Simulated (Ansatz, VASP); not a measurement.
## TePb in VASP and in Ansatz

```xyz
2
Lattice="0.0000 3.2310 3.2310 3.2310 0.0000 3.2310 3.2310 3.2310 0.0000" Properties=species:S:1:pos:R:3 pbc="T T T"
Pb    0.0000    0.0000    0.0000
Te    3.2310    3.2310    3.2310
```

Alike in both runs: task relaxation of cell and atoms; functional PBE; k mesh 7 × 7 × 7; occupations fermi-dirac, width 0.05 eV; no spin polarisation.

|  | VASP | Ansatz |
| --- | --- | --- |
| version | VASP 6.6.1 | Ansatz 0.2.0 |
| potentials or method | VASP PAW PBE potentials, release 64 (Pb_d_GW, Te_GW) | Ansatz PAW |
| plane-wave cutoff (eV) | 630 | 420 |
| valence electrons in the cell | 22 | 30 |

|  | VASP | Ansatz | Ansatz less VASP |
| --- | --- | --- | --- |
| relaxed volume (Å³/atom) | 35.39 | 35.47 | +0.080 |
| relaxed cell length with the largest relative difference (Å) | 4.643 | 4.647 | +0.0035 |
| energy change over the relaxation (meV/atom) | -10 | -11 | -0.4 |

The two sets of potentials don't hold the same shells in valence.

Caveats: the plane-wave basis is chosen anew once the cell has moved, so the energies of steps on either side of that aren't comparable (Ansatz). Zero-point motion and thermal expansion aren't in these numbers. PBE usually gives volumes a little too large and moduli too small.
